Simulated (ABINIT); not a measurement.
Here is an ABINIT 10.8.3 (patched build) calculation.

The input run.abi:

```
# Datasets: ground state, then fixed potential
ndtset 2

# Pseudopotentials
pp_dirpath "./"
pseudos "Te.GGA_PBE-JTH.xml, Be.GGA_PBE-JTH.xml"

# Structure
acell 3*1.0
rprim
     0.0000000000     5.2345413652     5.2345413652
     5.2345413652     0.0000000000     5.2345413652
     5.2345413652     5.2345413652     0.0000000000
ntypat 2
znucl 52 4
natom 2
typat 1 2
xred
     0.7500000000     0.7500000000     0.7500000000
     0.0000000000     0.0000000000     0.0000000000

# Plane-wave basis
ecut 19.0
pawecutdg 38.0

# Exchange and correlation
ixc -109134

# Bands and occupations
occopt 3
tsmear 0.05 eV

# Spin
nspinor 2
nspden 1
pawspnorb 1

# SCF cycle
nstep 100

# Output
iomode 3
prtwf 0
prteig 0
prtebands 0
enunit 1
prtden1 1
prtvha1 1
prtvclmb1 1
prtpot1 1

# Dataset 1
kptopt1 4
ngkpt1 8 8 8
nshiftk1 1
shiftk1 0.0 0.0 0.0
nband1 18
tolvrs1 1.0e-9

# Dataset 2: bands along G-X-W-K-G-L-U-W-L-K
iscf2 -2
getden2 1
nband2 30
nbdbuf2 8
tolwfr2 1.0e-11
kptopt2 -9
ndivsm2 8
prteig2 1
prtvol2 -3
kptbounds2
     0.0000000000     0.0000000000     0.0000000000
     0.5000000000     0.0000000000     0.5000000000
     0.5000000000     0.2500000000     0.7500000000
     0.3750000000     0.3750000000     0.7500000000
     0.0000000000     0.0000000000     0.0000000000
     0.5000000000     0.5000000000     0.5000000000
     0.6250000000     0.2500000000     0.6250000000
     0.5000000000     0.2500000000     0.7500000000
     0.5000000000     0.5000000000     0.5000000000
     0.3750000000     0.3750000000     0.7500000000
```

Potentials or basis: JTH PAW PBE v2.0.

Command:

```sh
$ abinit run.abi > log 2>&1
```

Problem. Estimate the band gap along the path.

Solution. 1.57 eV, indirect (least direct gap 3.31 eV).

Problem. What does it give for the band gap on the k mesh?

Solution. 1.57 eV, indirect (least direct gap 3.31 eV).

Problem. What does it give for the pressure?

Solution. 4.4 GPa.

Levels at the corners of the path, in eV from the valence-band top:
```tsv
point	band 8	band 9	band 10	band 11	band 12	band 13
Γ	0.00	0.00	0.00	3.31	3.31	3.41
X	-3.29	-2.90	-2.90	1.57	1.57	2.32
W	-4.06	-3.71	-3.66	5.03	5.07	5.38
K	-4.31	-2.65	-2.64	2.36	2.38	5.09
Γ	0.00	0.00	0.00	3.31	3.31	3.41
L	-1.75	-1.25	-1.25	2.97	2.97	4.30
U	-4.31	-2.65	-2.64	2.36	2.38	5.09
W	-4.06	-3.71	-3.66	5.03	5.07	5.38
L	-1.75	-1.25	-1.25	2.97	2.97	4.30
K	-4.31	-2.65	-2.64	2.36	2.38	5.09
```

Caveat: the PAW data sets were made with another functional, which shifts forces and pressure a little. As with any semilocal functional, this PW91 gap is likely too small.
